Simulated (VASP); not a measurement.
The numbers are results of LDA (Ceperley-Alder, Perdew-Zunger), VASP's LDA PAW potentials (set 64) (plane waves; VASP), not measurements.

VASP ran on this input.

POSCAR:
```
CsBr
1
    4.2287526023     0.0000000000     0.0000000000
    0.0000000000     4.2287526023     0.0000000000
    0.0000000000     0.0000000000     4.2287526023
Cs Br
1 1
Direct
  0.0000000000   0.0000000000   0.0000000000
  0.5000000000   0.5000000000   0.5000000000
```

INCAR:
```
! general
SYSTEM  = CsBr
PREC    = Accurate
ENCUT   = 520   ! plane-wave cut-off (eV)
LREAL   = .FALSE.   ! projection in real space or not
LASPH   = .TRUE.

! electronic loop
EDIFF   = 1E-7
NELM    = 100   ! most electronic steps
ALGO    = Normal   ! blocked Davidson
LMAXMIX = 4

! smearing
ISMEAR  = 0   ! Gaussian
SIGMA   = 0.05

! ions
ISIF    = 2

! output
LWAVE   = .FALSE.
LCHARG  = .FALSE.
```

**KPOINTS**
```
Automatic mesh
0
Gamma
7 7 7
0 0 0
```

POTCAR, in this order: Cs_sv Br (LDA.64 set). Program: vasp_std.

The resulting files:

### OSZICAR
```
       N       E                     dE             d eps       ncg     rms          rms(c)
DAV:   1     0.922088790318E+02    0.92209E+02   -0.68261E+03   480   0.115E+03
DAV:   2    -0.260514692916E+00   -0.92469E+02   -0.85551E+02   708   0.180E+02
DAV:   3    -0.696817291079E+01   -0.67077E+01   -0.66866E+01   592   0.554E+01
DAV:   4    -0.703022427585E+01   -0.62051E-01   -0.62031E-01   568   0.650E+00
DAV:   5    -0.703078236859E+01   -0.55809E-03   -0.55803E-03   608   0.594E-01    0.173E+00
DAV:   6    -0.682102727467E+01    0.20976E+00   -0.31782E-01   544   0.294E+00    0.105E+00
DAV:   7    -0.678154595575E+01    0.39481E-01   -0.13398E-01   584   0.191E+00    0.501E-01
DAV:   8    -0.677876238475E+01    0.27836E-02   -0.71754E-03   588   0.572E-01    0.841E-02
DAV:   9    -0.677853845644E+01    0.22393E-03   -0.98309E-04   600   0.194E-01    0.634E-02
DAV:  10    -0.677855075007E+01   -0.12294E-04   -0.57738E-05   584   0.574E-02    0.150E-02
DAV:  11    -0.677855241784E+01   -0.16678E-05   -0.12290E-05   596   0.209E-02    0.309E-03
DAV:  12    -0.677855222326E+01    0.19459E-06   -0.22323E-06   580   0.924E-03    0.845E-04
DAV:  13    -0.677855221103E+01    0.12223E-07   -0.74367E-08   404   0.211E-03
   1 F= -.67785522E+01 E0= -.67785522E+01  d E =-.178054E-13
```

**OUTCAR**
```
------------------------ aborting loop because EDIFF is reached ----------------------------------------
  FORCE on cell =-STRESS in cart. coord.  units (eV):
  Direction    XX          YY          ZZ          XY          YZ          ZX
  --------------------------------------------------------------------------------------
  Total       -0.5007833     -0.5007833     -0.5007833      0.0000000      0.0000000      0.0000000
  in kB      -10.6102005    -10.6102005    -10.6102005      0.0000000      0.0000000      0.0000000
  external PRESSURE =     -10.6102005 kB  Pullay stress =       0.0000000 kB
  volume of cell :       75.62
      direct lattice vectors                 reciprocal lattice vectors
     4.228752602  0.000000000  0.000000000     0.236476355  0.000000000  0.000000000
     0.000000000  4.228752602  0.000000000     0.000000000  0.236476355  0.000000000
     0.000000000  0.000000000  4.228752602     0.000000000  0.000000000  0.236476355
 POSITION                                       TOTAL-FORCE (eV/Angst)
 -----------------------------------------------------------------------------------
      0.00000      0.00000      0.00000         0.000000      0.000000      0.000000
      2.11438      2.11438      2.11438         0.000000      0.000000      0.000000
 -----------------------------------------------------------------------------------
    total drift:                                0.000000      0.000000     -0.000000
  FREE ENERGIE OF THE ION-ELECTRON SYSTEM (eV)
  ---------------------------------------------------
  free  energy   TOTEN  =        -6.7785522110 eV

  energy  without entropy=       -6.7785522110  energy(sigma->0) =       -6.77855221
```
(Selected blocks of OUTCAR.)

The compound is CsBr in the CsCl type structure. This cell is one point of a volume scan, at 1.06 of the reference volume.
